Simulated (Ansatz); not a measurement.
## Thallium (omega (AlB2-type)) across density functionals

All rows: Ansatz, plane waves with scalar-relativistic PAW, 420 eV (500 eV for the SCAN forms), relaxed under each functional, no dispersion correction, no zero-point motion. B₀ comes from uniform scaling at fixed shape; a dash is a value not given.

```tsv
functional	V (Å³/atom)	cell	B₀ (GPa)	magnetic state	ΔE to hcp (meV/atom)
PBE	31.70	a = 5.633 Å, c = 3.462 Å (c/a = 0.615)	26	spin not included	15
r²SCAN	30.26	a = 5.543 Å, c = 3.412 Å (c/a = 0.616)	30	spin not included	14
PBEsol	28.77	a = 5.449 Å, c = 3.357 Å (c/a = 0.616)	35	spin not included	20
LDA	27.43	a = 5.364 Å, c = 3.302 Å (c/a = 0.616)	41	spin not included	19
revPBE	33.38	a = 5.729 Å, c = 3.523 Å (c/a = 0.615)	21	spin not included	12
RPBE	34.14	a = 5.775 Å, c = 3.547 Å (c/a = 0.614)	19	spin not included	17
BLYP	35.92	a = 5.885 Å, c = 3.592 Å (c/a = 0.610)	17	spin not included	11
```

LDA gives the smallest volume and BLYP the largest.
